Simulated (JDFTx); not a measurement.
Runs of JDFTx 1.7.0 (patched build) on Ru. The structure is hexagonal, space group P6_3/mmc (No. 194). Conventional cell: a = 2.706 Å, b = 2.706 Å, c = 4.282 Å, α = 90.00°, β = 90.00°, γ = 120.00°. Around Ru (site symmetry -6m2) lie 12 Ru at 2.65 to 2.71 Å. 

```tsv
potentials or basis	cutoff (eV)	gap on the mesh (eV)	pressure (GPa)	relaxed volume (Å³/atom)
PseudoDojo-SR-PBE-0.5-standard with smoothed tails	1143	none	0.0	13.82
PseudoDojo-SR-PBE-0.5-stringent with smoothed tails	1143	none	0.0	13.82
SPMS-PBE-1.0 with smoothed tails	1088	none	0.0	13.83
SG15-PBE-1.2 with smoothed tails	1088	none	0.0	13.81
Ansatz-NC-SR-PBE with smoothed tails	1143	none	0.0	(a)
```

Alike in all rows: task relaxation of cell and atoms; level PBE; no spin polarisation; cell relaxed; k mesh 6 × 6 × 3; smearing fermi-dirac 0.05 eV; the mesh is coarse, so values aren't converged.

Task: Fill in the values left out.

Result: (a) 13.80.

Caveats: all runs use coarse meshes.

A k mesh can miss the band edges, and the runs leave out spin-orbit coupling on Ru.

A gap of «none» marks a metal or a gap under the smearing width.
